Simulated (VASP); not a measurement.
VASP 6.6.1 run: KBr

INCAR

```
EDIFF = 1E-9
LCHARG = .FALSE.
LWAVE = .FALSE.
PREC = Accurate
GGA = PE
ISMEAR = -1
ENCUT = 520
ISIF = 2
SIGMA = 0.02
LREAL = .FALSE.
NELM = 120
NSW = 0
LASPH = .TRUE.
NBANDS = 12
IBRION = -1
```

KPOINTS

```
KPOINTS created by Atomic Simulation Environment
0
Gamma
6 6 6
0 0 0
```

POSCAR

```
K  Br
 1.0000000000000000
     0.0000000000000000    3.3022478146999998    3.3022478146999998
     3.2031803803000001    0.0000000000000000    3.3022478146999998
     3.2031803803000001    3.3022478146999998    0.0000000000000000
 K   Br
   1   1
Cartesian
  0.0000000000000000  0.0000000000000000  0.0000000000000000
  3.2031803803000001  3.3022478146999994  3.3022478146999994
```

The recommended PBE PAW datasets give the neutral cell 16 valence electrons.

Command

```
mpirun -np 1 vasp_std
```

**Question.** Predict the outcome of this run.

**Answer.** It converged. Results: gap between bands v and c on the k mesh 4.50 eV; least direct gap on the k mesh 4.50 eV; pressure 1.3 GPa. Band v is the last that the valence electrons fill when counted band by band, and c is the next.

OSZICAR

```
N       E                     dE             d eps       ncg     rms          rms(c)
DAV:   1     0.101871821976E+03    0.10187E+03   -0.70887E+03   720   0.118E+03
DAV:   2     0.611471909599E+00   -0.10126E+03   -0.93689E+02   860   0.266E+02
DAV:   3    -0.609172694189E+01   -0.67032E+01   -0.66591E+01   924   0.627E+01
DAV:   4    -0.636200978133E+01   -0.27028E+00   -0.27002E+00  1256   0.112E+01
DAV:   5    -0.636439727492E+01   -0.23875E-02   -0.23875E-02   924   0.973E-01    0.330E+00
DAV:   6    -0.619760931316E+01    0.16679E+00   -0.27620E-01   868   0.281E+00    0.240E+00
DAV:   7    -0.618695353897E+01    0.10656E-01   -0.13698E-01   900   0.220E+00    0.109E+00
DAV:   8    -0.619583251921E+01   -0.88790E-02   -0.15586E-02   972   0.106E+00    0.131E-01
DAV:   9    -0.619636476897E+01   -0.53225E-03   -0.55205E-04   952   0.162E-01    0.815E-02
DAV:  10    -0.619684014919E+01   -0.47538E-03   -0.56352E-04   828   0.171E-01    0.180E-02
DAV:  11    -0.619684481433E+01   -0.46651E-05   -0.14896E-05   992   0.269E-02    0.434E-03
DAV:  12    -0.619684747909E+01   -0.26648E-05   -0.49768E-06   868   0.184E-02    0.504E-03
DAV:  13    -0.619684759276E+01   -0.11367E-06   -0.27536E-07   944   0.355E-03    0.129E-03
DAV:  14    -0.619684771000E+01   -0.11724E-06   -0.15189E-07   904   0.246E-03    0.545E-04
DAV:  15    -0.619684771031E+01   -0.30150E-09   -0.36098E-09  1044   0.416E-04
   1 F= -.61968477E+01 E0= -.61968477E+01  d E =-.118018E-11
```

For comparison, a separate PBE run of the intended cell, on usual settings and not on those above, gives a gap of 4.50 eV on its mesh and a pressure of 1.3 GPa.
